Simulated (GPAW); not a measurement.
Runs of GPAW 26.7.0 on Sn. The structure is cubic, space group Im-3m (No. 229). The conventional cell has a = 3.789 Å, b = 3.789 Å, c = 3.789 Å, α = 90.00°, β = 90.00°, γ = 90.00°. Sn (site symmetry m-3m) has 8 Sn at 3.28 Å as nearest neighbours. This isn't the form of Sn at room conditions, which is tetragonal (white tin).

```csv
task,level,spin,cell,optimizer,fmax,max steps,convergence,band path,gap on the mesh (eV),pressure (GPa),relaxed volume (Å³/atom)
relaxation of cell and atoms,PBEsol+D3(BJ)+ATM,off,relaxed,BFGS,0.02 eV/Å,60,density=1e-05 forces=0.0001,-,none,-0.1,(a)
band structure,PBEsol,"SOC, no magnetisation",as given,-,-,-,-,"GHNGPH,PN",-,-2.4,-
relaxation of cell and atoms,PBEsol+D3(BJ),off,relaxed,BFGS,0.02 eV/Å,60,density=1e-05 forces=0.0001,-,none,-0.1,(b)
relaxation of cell and atoms,PBEsol+D4,off,relaxed,BFGS,0.02 eV/Å,60,density=1e-05 forces=0.0001,-,none,0.0,25.14
band structure,PBEsol,off,as given,-,-,-,-,"GHNGPH,PN",-,-2.4,-
relaxation of cell and atoms,PBEsol,off,relaxed,BFGS,0.02 eV/Å,60,density=1e-05 forces=0.0001,-,none,0.0,25.85
relaxation of cell and atoms,PBEsol+D3,off,relaxed,BFGS,0.02 eV/Å,60,density=1e-05 forces=0.0001,-,none,0.0,25.27
```

Alike in all rows: potentials or basis PAW data sets generated in the run's folder for this functional, pw; k mesh 10 × 10 × 10; cutoff (eV) 600; smearing fermi-dirac 0.05 eV.

Task: Estimate the missing entries.

Result: (a) 24.78; (b) 24.69.

Caveats: later steps reuse the first step's grids (some runs); pairwise dispersion overbinds metals, which lowers pressure and volume (some runs); spin-orbit coupling was added after a scalar SCF, so levels and gaps hold it while energy, forces, pressure and moments don't (some runs); this program's spin-orbit splittings come out too wide for heavy elements (some runs); spin-orbit coupling is left out, which moves the levels of the heavy elements (some runs).

A k mesh can miss the band edges, and rows without SOC leave out spin-orbit coupling on Sn.

A gap of «none» marks a metal or a gap under the smearing width.
